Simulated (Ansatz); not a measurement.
# GaAs: the cost of one run

Computed with Ansatz 0.2.0 (DFT PBEsol, scalar-relativistic, plane waves, PAW, and further levels as typed in the inputs, unless a step's input says otherwise).

### 1 The starting structure

It takes space group F-43m (No. 216, cubic). The conventional cell has a = 5.653 Å, b = 5.653 Å, c = 5.653 Å, α = 90.00°, β = 90.00°, γ = 90.00°. Ga (site symmetry -43m) is surrounded by 4 As at 2.45 Å. As (site symmetry -43m) is surrounded by 4 Ga at 2.45 Å.

Coordinates:

```cif
data_structure
_symmetry_space_group_name_H-M 'F-43m'
_symmetry_Int_Tables_number 216
_cell_length_a 5.6533
_cell_length_b 5.6533
_cell_length_c 5.6533
_cell_angle_alpha 90.000
_cell_angle_beta 90.000
_cell_angle_gamma 90.000
_cell_volume 180.68
loop_
_atom_site_label
_atom_site_type_symbol
_atom_site_symmetry_multiplicity
_atom_site_Wyckoff_symbol
_atom_site_fract_x
_atom_site_fract_y
_atom_site_fract_z
_atom_site_occupancy
Ga1 Ga 4 a 0.00000 0.00000 0.00000 1
As1 As 4 c 0.25000 0.75000 0.75000 1
```

### 2 Single point: GaAs, no spin

Input file input.yaml:

```yaml
crystal:
  lattice:
    - [5.6533, 0.0, 0.0]
    - [0.0, 5.6533, 0.0]
    - [0.0, 0.0, 5.6533]
  atoms:
    - { symbol: Ga, position: [0.0, 0.0, 0.0] }
    - { symbol: Ga, position: [0.0, 0.5, 0.5] }
    - { symbol: Ga, position: [0.5, 0.0, 0.5] }
    - { symbol: Ga, position: [0.5, 0.5, 0.0] }
    - { symbol: As, position: [0.25, 0.25, 0.25] }
    - { symbol: As, position: [0.25, 0.75, 0.75] }
    - { symbol: As, position: [0.75, 0.25, 0.75] }
    - { symbol: As, position: [0.75, 0.75, 0.25] }
scf:
  occupations: { method: gaussian, width: 0.01 }
output:
  eigenvalues: true
  write_density: true
  write_potential: true
  elf: true
  volumetric_format: npy
hamiltonian:
  xc: pbesol
kpoints:
  mp_grid: { grid: [3, 3, 3] }
```

Launch:

```
$ ansatz run input.yaml --threads 8 --pin off --max-ram 20480MiB --backend cpu --events-out ev --progress --plain --runs-dir out
```

What time and memory should one allow on 8 threads of Arm Neoverse V2, shared host?

About 1.1 s, with a peak of 0.5 GiB.
